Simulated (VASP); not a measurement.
# GaSb (F-43m) under biaxial strain in the (001) plane

Wanted: the response of GaSb to biaxial strain in the (001) plane, as a table, with a fit that predicts a row left out.

Method: PBEsol; plane waves and PAW (Ga_d, Sb), in the first sound run; inputs show where later runs differ, in VASP 6.6.1.

## 1. The structure

The structure is cubic, space group F-43m (No. 216). Conventional cell: a = 6.096 Å, b = 6.096 Å, c = 6.096 Å, α = 90.00°, β = 90.00°, γ = 90.00°. Ga has 4 Sb at 2.64 Å nearest. Sb has 4 Ga at 2.64 Å nearest. Farther neighbours are not listed.

## 2. Relax the crystal, PBEsol

The series starts from the cell that this level prefers, so that zero strain is near zero stress.

Level: PBEsol; plane waves and PAW (Ga_d, Sb).

INCAR reads:

```
SYSTEM = GaSb
PREC = Accurate
ENCUT = 450
EDIFF = 1E-07
NELM = 120
ISMEAR = 0
SIGMA = 0.02
LREAL = .FALSE.
ALGO = Normal
GGA = PS
NBANDS = 15
LASPH = .TRUE.
LORBIT = 11
LWAVE = .FALSE.
LCHARG = .FALSE.
KPAR = 24
IBRION = 2
NSW = 40
ISIF = 3
EDIFFG = -0.005
POTIM = 0.4
```

POSCAR reads:

```
GaSb
1.0
    0.0000000000      3.0480000000      3.0480000000
    3.0480000000      0.0000000000      3.0480000000
    3.0480000000      3.0480000000      0.0000000000
Ga Sb
1 1
Direct
    0.0000000000      0.0000000000      0.0000000000
    0.2500000000      0.2500000000      0.2500000000
```

KPOINTS reads:

```
Automatic mesh
0
Gamma
9 9 9
0 0 0
```

The projector-augmented-wave data sets are Ga_d and Sb (PBE family, release 64).

Command:

```bash
mpirun -np 24 vasp_std
```

What it wrote:

```text
[banner, memory and clock lines left out]
running   24 mpi-ranks, on    1 nodes
[...]
|                                                                             |
|           W    W    AA    RRRRR   N    N  II  N    N   GGGG   !!!           |
|           W    W   A  A   R    R  NN   N  II  NN   N  G    G  !!!           |
|           W    W  A    A  R    R  N N  N  II  N N  N  G       !!!           |
|           W WW W  AAAAAA  RRRRR   N  N N  II  N  N N  G  GGG   !            |
|           WW  WW  A    A  R   R   N   NN  II  N   NN  G    G                |
|           W    W  A    A  R    R  N    N  II  N    N   GGGG   !!!           |
|                                                                             |
|     For optimal performance we recommend to set                             |
|       NCORE = 2 up to number-of-cores-per-socket                            |
|     NCORE specifies how many cores store one orbital (NPAR=cpu/NCORE).      |
|     This setting can greatly improve the performance of VASP for DFT.       |
[...]
DAV:  13    -0.815028012922E+01    0.19880E-07   -0.42436E-08   910   0.145E-03
   1 F= -.81502801E+01 E0= -.81502785E+01  d E =-.815028E+01
[...]
N       E                     dE             d eps       ncg     rms          rms(c)
DAV:   1    -0.816106315648E+01   -0.10783E-01   -0.13185E-01  1316   0.603E+00    0.575E-01
DAV:   2    -0.815304126660E+01    0.80219E-02   -0.14385E-02  1295   0.220E+00    0.264E-01
DAV:   3    -0.815105582190E+01    0.19854E-02   -0.21951E-03  1330   0.753E-01    0.596E-02
DAV:   4    -0.815084330738E+01    0.21251E-03   -0.23662E-04  1220   0.204E-01    0.201E-02
DAV:   5    -0.815082408216E+01    0.19225E-04   -0.14867E-05  1317   0.457E-02    0.562E-03
DAV:   6    -0.815082352635E+01    0.55581E-06   -0.22602E-06  1323   0.248E-02    0.246E-03
DAV:   7    -0.815082362923E+01   -0.10288E-06   -0.24118E-07  1134   0.556E-03    0.107E-03
DAV:   8    -0.815082367724E+01   -0.48009E-07   -0.26030E-08   721   0.125E-03
   2 F= -.81508237E+01 E0= -.81508002E+01  d E =-.543548E-03
 trial-energy change:   -0.000544  1 .order   -0.000568   -0.001140    0.000003
 step:   0.9969(harm=  0.9973)  dis= 0.00000  next Energy=    -8.150824 (dE=-0.544E-03)
 reached required accuracy - stopping structural energy minimisation
```

It took 7.4 s on 24 MPI ranks of Intel Xeon 6975P-C (Granite Rapids), shared host; peak memory 4.6 GiB; 2 min of CPU time.

Lines that name or quote the potential files are left out of all logs, and their timing lines are given in words.

Parts of OUTCAR (step 2):

```text
  Total       -0.0003827     -0.0003827     -0.0003827      0.0000000      0.0000000      0.0000000
  in kB       -0.0107379     -0.0107379     -0.0107379      0.0000000      0.0000000      0.0000000
  external PRESSURE =      -0.0107379 kB  Pullay stress =       0.0000000 kB

 POSITION                                       TOTAL-FORCE (eV/Angst)
 -----------------------------------------------------------------------------------
      6.11251      3.05625      3.05625        -0.000000     -0.000000     -0.000000
      1.52813      1.52813      1.52813         0.000000      0.000000      0.000000
 -----------------------------------------------------------------------------------
    total drift:                                0.000000      0.000000      0.000000

  FREE ENERGIE OF THE ION-ELECTRON SYSTEM (eV)
  ---------------------------------------------------
  free  energy   TOTEN  =        -8.1508236772 eV

  energy  without entropy=       -8.1507766538  energy(sigma->0) =       -8.15080017

 reached required accuracy - stopping structural energy minimisation

[... 3 further parts left out ...]
[key lines of the parts left out:]
E-fermi :   4.7709
```

Read from the output:

* energy(sigma→0) of the program: -8.1508 eV
* stress, compression positive: xx, yy, zz 0.00, 0.00, 0.00 GPa
* volume: 57.095 Å³
* ionic steps: 2

## 3. Strain along the normal, PBEsol

One member in full: the plane is strained by 1 %, and the strain along the normal is moved by secant steps until the normal stress is under 0.012 GPa or five steps are spent; the atoms relax at each step.

This step took 3 runs, each at a new trial strain with the atoms of the one before; the last is shown.

Level: PBEsol; plane waves and PAW (Ga_d, Sb); cell typed or built by script.

INCAR, as its differences from that of step 2:

```diff
@@ -15,7 +15,7 @@
 LCHARG = .FALSE.
-KPAR = 24
-IBRION = 2
-NSW = 40
-ISIF = 3
-EDIFFG = -0.005
-POTIM = 0.4
+KPAR = 6
+IBRION = 1
+NSW = 25
+ISIF = 2
+EDIFFG = -0.004
+POTIM = 0.3
```

POSCAR reads:

```
GaSb
1.0
    0.0000000000      3.0868151160      3.0279028080
    3.0868151160      0.0000000000      3.0279028080
    3.0868151160      3.0868151160      0.0000000000
Ga Sb
1 1
Direct
    0.0000000000      0.0000000000      0.0000000000
    0.2500000000      0.2500000000      0.2500000000
```

KPOINTS is that of step 2.

Command:

```bash
mpirun -np 6 vasp_std
```

What it wrote:

```text
[banner, memory and clock lines left out]
running    6 mpi-ranks, on    1 nodes
[...]
[... a notice as in an earlier step ...]

 [... a notice as in an earlier step ...]

 LDA part: xc-table for (Slater+PW92), standard interpolation
 POSCAR, INCAR and KPOINTS ok, starting setup
[...]
entering main loop
       N       E                     dE             d eps       ncg     rms          rms(c)
DAV:   1     0.751325209296E+02    0.75133E+02   -0.80029E+03  2282   0.134E+03
DAV:   2    -0.253653813871E+01   -0.77669E+02   -0.75339E+02  2565   0.280E+02
DAV:   3    -0.814897396230E+01   -0.56124E+01   -0.55734E+01  2775   0.643E+01
DAV:   4    -0.824421366831E+01   -0.95240E-01   -0.95226E-01  2637   0.943E+00
[...]
DAV:  11    -0.814853809337E+01   -0.98229E-05   -0.12455E-05  2509   0.251E-02    0.450E-03
DAV:  12    -0.814853824158E+01   -0.14820E-06   -0.50235E-07  2999   0.717E-03    0.658E-04
DAV:  13    -0.814853822929E+01    0.12284E-07   -0.37114E-08  1965   0.141E-03
   1 F= -.81485382E+01 E0= -.81485382E+01  d E =-.814854E+01
 BRION: g(F)=  0.498E-46 g(S)=  0.000E+00
 reached required accuracy - stopping structural energy minimisation
```

It took 8.2 s on 6 MPI ranks; peak memory 1.2 GiB.

Parts of OUTCAR (step 3):

```text
  Total       -0.2824905     -0.2824905     -0.0000870      0.0000000     -0.0000000      0.0000000
  in kB       -7.8437063     -7.8437063     -0.0024163      0.0000000     -0.0000000      0.0000000
  external PRESSURE =      -5.2299429 kB  Pullay stress =       0.0000000 kB

 POSITION                                       TOTAL-FORCE (eV/Angst)
 -----------------------------------------------------------------------------------
      0.00000      0.00000      0.00000         0.000000      0.000000      0.000000
      1.54341      1.54341      1.51395        -0.000000     -0.000000     -0.000000
 -----------------------------------------------------------------------------------
    total drift:                                0.000000      0.000000     -0.000001

  FREE ENERGIE OF THE ION-ELECTRON SYSTEM (eV)
  ---------------------------------------------------
  free  energy   TOTEN  =        -8.1485382293 eV

  energy  without entropy=       -8.1485381969  energy(sigma->0) =       -8.14853821

[... 1 part as in an earlier step ...]

[... 3 further parts left out ...]
[key lines of the parts left out:]
E-fermi :   4.6699
```

This run gave:

```
energy(sigma→0) of the program : -8.1485 eV
stress, compression positive   : xx, yy, zz -0.78, -0.78, 0.00 GPa
ionic steps                    : 1
```

## 4. Band edges, HSE06 with spin-orbit coupling

Short lines in KPOINTS_OPT sample the zone centre along and across the normal of the plane, for masses, and the other valleys.

Level: HSE06, spin-orbit coupling; plane waves and PAW (Ga_d, Sb); cell typed or built by script.

INCAR reads:

```
SYSTEM = GaSb
PREC = Accurate
ENCUT = 450
EDIFF = 1E-06
NELM = 100
ISMEAR = 0
SIGMA = 0.02
LREAL = .FALSE.
ALGO = Normal
LHFCALC = .TRUE.
AEXX = 0.25
GGA = PE
HFSCREEN = 0.2
LASPH = .TRUE.
LNONCOLLINEAR = .TRUE.
MAGMOM = 0 0 0 0 0 0
NBANDS = 28
GGA_COMPAT = .FALSE.
LSORBIT = .TRUE.
PRECFOCK = Fast
LWAVE = .FALSE.
LCHARG = .FALSE.
KPAR = 6
```

POSCAR is that of step 3.

KPOINTS reads:

```
Automatic mesh
0
Gamma
4 4 4
0 0 0
```

KPOINTS_OPT reads:

```
Line mode
6
Line-mode
Reciprocal
  0.00000000   0.00000000   0.00000000
  0.02409528   0.02409528   0.00000000

  0.00000000   0.00000000   0.00000000
  0.00000000  -0.02456409  -0.02456409

  0.31000000   0.31000000   0.00000000
  0.50000000   0.50000000   0.00000000

  0.00000000   0.31000000   0.31000000
  0.00000000   0.50000000   0.50000000

  0.45000000   0.45000000   0.45000000
  0.50000000   0.50000000   0.50000000

  0.45000000   0.00000000   0.00000000
  0.50000000   0.00000000   0.00000000

  0.42500000   0.42500000   0.00000000
  0.42500000   0.44956409   0.02456409

  0.50000000   0.50000000   0.50000000
  0.48263056   0.51736944   0.50000000
```

Command:

```bash
mpirun -np 6 vasp_ncl
```

What it wrote:

```text
[banner, memory and clock lines left out]
running    6 mpi-ranks, on    1 nodes
[...]
[... a notice as in an earlier step ...]

 LDA part: xc-table for (Slater+PW92), standard interpolation
 found WAVECAR, reading the header
 POSCAR, INCAR and KPOINTS ok, starting setup
[...]
reading WAVECAR
 the WAVECAR file was read successfully
 initial charge from wavefunction
 entering main loop
       N       E                     dE             d eps       ncg     rms          rms(c)
DAV:   1    -0.886183278485E+01   -0.88618E+01   -0.24510E+00  1268   0.189E+01    0.185E+01
DAV:   2    -0.887196491037E+01   -0.10132E-01   -0.10138E-01  1128   0.403E+00    0.121E+01
DAV:   3    -0.886931241023E+01    0.26525E-02   -0.11061E-02  1284   0.142E+00    0.755E+00
DAV:   4    -0.886855881470E+01    0.75360E-03   -0.14135E-03  1104   0.423E-01    0.456E+00
[...]
DAV:  13    -0.886842267265E+01   -0.21156E-05   -0.94652E-08   500   0.304E-03    0.426E-02
DAV:  14    -0.886842396604E+01   -0.12934E-05   -0.52696E-08   508   0.232E-03    0.250E-02
DAV:  15    -0.886842470955E+01   -0.74351E-06   -0.30873E-08   500   0.178E-03
   1 F= -.88684247E+01 E0= -.88684247E+01  d E =-.111434E-35  mag=     0.0000    -0.0000    -0.0000
 Start KPOINTS_OPT (optional k-point list driver)
k-point batch [1-16\48]
       N       E                     dE             ncg
DAV:   1     0.240589086007E+03   -0.13909E+04      916
DAV:   2    -0.174988064088E+04   -0.19905E+04      976
DAV:   3    -0.201795357319E+04   -0.26807E+03     1060
DAV:   4    -0.203409705411E+04   -0.16143E+02     1072
DAV:   5    -0.203460011163E+04   -0.50306E+00     1160
DAV:   6    -0.203461430695E+04   -0.14195E-01     1288
DAV:   7    -0.203461451390E+04   -0.20695E-03     1160
DAV:   8    -0.203461451852E+04   -0.46197E-05      992
DAV:   9    -0.203461451875E+04   -0.22895E-06      640
[...]
k-point batch [33-48\48]
       N       E                     dE             ncg
DAV:   1     0.370263623198E+02   -0.71588E+04      912
DAV:   2    -0.197444884218E+04   -0.20115E+04      996
DAV:   3    -0.221901990902E+04   -0.24457E+03     1024
DAV:   4    -0.222800527445E+04   -0.89854E+01     1084
DAV:   5    -0.222824467591E+04   -0.23940E+00     1264
DAV:   6    -0.222825459077E+04   -0.99149E-02     1336
DAV:   7    -0.222825478580E+04   -0.19503E-03     1292
DAV:   8    -0.222825478960E+04   -0.38061E-05     1016
DAV:   9    -0.222825478979E+04   -0.18725E-06      724
```

The job ended after 16 min (6 MPI ranks; peak memory 2.5 GiB).

From OUTCAR (step 4):

```text
  LATTYP: Found a body centered tetragonal cell.
 ALAT       =     4.3654158016
 C/A-ratio  =     1.3872230943

 Subroutine GETGRP returns: Found  8 space group operations
 (whereof  8 operations were pure point group operations)

The static configuration has the point symmetry D_2d.

 Found     16 irreducible k-points:

   k-points           NKPTS =     16   k-points in BZ     NKDIM =     64   number of bands    NBANDS=     28

   dimension x,y,z NGX =    30 NGY =   30 NGZ =   30
   dimension x,y,z NGXF=    60 NGYF=   60 NGZF=   60

   ENCUT  =  450.0 eV  33.07 Ry    5.75 a.u.   7.48  7.48  7.55*2*pi/ulx,y,z

   NELECT =      18.0000    total number of electrons

  exchange ACFDT corr.  =         0.00000000  see jH, gK, PRB 81, 115126

 E-fermi :   4.8283

 k-point     1 :       0.0000    0.0000    0.0000
  band No.  band energies     occupation
    ...
     14       3.9170      1.00000
     15       4.5738      1.00000
     16       4.5738      1.00000
     17       4.6561      1.00000
     18       4.6561      1.00000
     19       5.2411      0.00000
     20       5.2411      0.00000
     21       7.7612      0.00000
     22       7.7612      0.00000
     23       7.9556      0.00000
    ...

 k-point     2 :       0.2500    0.0000    0.0000
  band No.  band energies     occupation
    ...
     14       0.1596      1.00000
     15       3.4334      1.00000
     16       3.4360      1.00000
     17       3.8667      1.00000
     18       3.8676      1.00000
     19       5.9162      0.00000
     20       5.9174      0.00000
     21       8.7233      0.00000
     22       8.7278      0.00000
     23       8.8718      0.00000
    ...

 POSITION                                       TOTAL-FORCE (eV/Angst)
 -----------------------------------------------------------------------------------
      0.00000      0.00000      0.00000         0.000000      0.000000     -0.000000
      1.54341      1.54341      1.51395        -0.000000     -0.000000      0.000000
 -----------------------------------------------------------------------------------
    total drift:                               -0.000002     -0.000002      0.000004

  FREE ENERGIE OF THE ION-ELECTRON SYSTEM (eV)
  ---------------------------------------------------
  free  energy   TOTEN  =        -8.8684247096 eV

  energy  without entropy=       -8.8684247096  energy(sigma->0) =       -8.86842471

 Spin-Orbit-Coupling matrix elements
 Ion:    1  E_soc:     -0.0102770
 Ion:    2  E_soc:     -0.1143990

[... 1 part as in an earlier step ...]

[... 7 further parts left out ...]
```

This run gave:

* energy(sigma→0) of the program: -8.8684 eV

## 5. The table

Hybrid runs start from orbitals of a short PBEsol run, not shown.

The other members went through these steps as far as the tables show, with the same cutoff and, step by step, the same mesh; 27 runs are not shown. The session took 13 core hours (wall time by ranks) on a shared machine.

```csv
in-plane strain (%),strain along the normal (%),"in-plane stress, tension positive (GPa)",energy above the unstrained row (meV/atom)
-2.000,1.751,-1.819,6.521
-1.000,0.859,-0.868,1.636
-0.500,0.421,-0.419,0.421
0,0.000,0.002,0.000
0.500,-0.457,0.384,0.260
1.000,-0.928,0.784,1.230
2.000,-1.859,1.543,5.288
```

Slopes at zero strain, from cubics through all rows: strain ratio -0.886, stress over strain 82 GPa. For a cubic crystal strained in (001) the ratio is −2C₁₂/C₁₁.

Band edges at HSE06 with spin-orbit coupling, counted from the valence-band top at Γ, spin-orbit pairs averaged, with one row partly withheld:

```csv
in-plane strain (%),gap (eV),conduction band at Γ (eV),Δ or X valley along z (eV),Δ or X valley along x (eV),"lowest conduction level at L, [111] (eV)","lowest conduction level at L, [-111] (eV)",second valence level below the top (eV),third valence level below the top (eV)
-2.000,0.811,0.811,1.363,1.034,0.853,0.853,0.149,0.806
-1.000,0.770,0.770,1.310,1.148,0.886,0.886,0.077,0.742
-0.500,0.745,0.745,1.283,1.203,0.897,0.897,0.039,0.717
0,0.718,0.718,1.257,1.257,0.903,0.903,0.000,0.694
0.500,?,?,1.189,1.271,0.867,0.867,0.041,0.715
1.000,0.585,0.585,1.118,1.283,0.827,0.827,0.082,0.739
2.000,0.446,0.446,0.977,1.306,0.739,0.739,0.165,0.793
```

Conduction masses, in electron masses:

```csv
in-plane strain (%),"conduction mass at Γ, across the strain axis or in the plane","L [111] mass, longitudinal","L [111] mass, transverse along [1-10]"
-2.000,0.046,1.557,0.101
-1.000,0.043,1.600,0.097
-0.500,0.042,1.577,0.095
0,0.040,1.607,0.094
0.500,0.039,1.577,0.092
1.000,0.037,1.577,0.091
2.000,0.034,1.542,0.088
```

## 6. A fit to the known rows

The quantity to fit is the conduction level at Γ above the mean of the three top valence levels at HSE06 with spin-orbit coupling: 1.130, 1.043, 0.997, 0.949, 0.859, 0.766 eV in the rows shown.

Fitting a parabola to the 6 known rows (e: strain in %) gives E = − 7.91e-4 e² − 0.09123 e + 0.9509 in eV; the residuals are 9.4e-4 eV r.m.s.

At e = 0.5 this predicts 0.9051 eV.

## 7. Checking the prediction

The calculation gives 0.9039 eV, so the prediction is 0.0012 eV too high, within twice the residual of the fit.

## 8. What came out

```
ratio of normal to in-plane strain                                                                                               : -0.886
biaxial modulus                                                                                                                  : 82 GPa
gap of the unstrained cell, HSE06 with spin-orbit coupling                                                                       : 0.72 eV
slope at zero strain of the conduction level at Γ above the mean of the three top valence levels, HSE06 with spin-orbit coupling : -91 meV per %
error of the predicted row                                                                                                       : 1.2 meV
```

**Reading.** As a check, the curvature of the energy gives 80 GPa for the same modulus (energy per volume = M × strain²), 2 % from the slope of the stress. At HSE06 with spin-orbit coupling the lowest conduction valley is Γ throughout, and the gap runs between 0.45 and 0.81 eV. The gap at PBEsol is under 0.05 eV in some or all rows and is left out; the elastic columns come from such cells and can be uneven. Hole masses are left out throughout, since the top bands are degenerate or cross in many series; of conduction masses, those of the Γ, L and (for Si and Ge under (001) strain) Δ valleys are kept where they change by under an eighth between rows. HSE06 ran on a coarser mesh than the semilocal levels. Δ or X levels are the lowest on their line, refined by a parabola unless they lie at X; the gap is read from all points sampled and can differ from the lowest valley by some meV, or by tens of meV where strain moves the valence top off Γ. Temperature, zero-point motion and excitons are left out.

[Lines on the potential files, build, host, timing and source positions are cut from VASP's logs without a mark.]

[Logs are printed without paths, hosts, clocks, repeated set-up lines and the standing remarks that a program may print on its own settings, such as how far it seeks lower states.]

[Hosts, paths, dates, database ids (printed as entryN), source tags and the programs' standing remarks are cut or masked in the printed files.]

[In band tables of VASP the shares of atoms and orbitals are scaled to a sum of 1 inside the atoms' spheres.]
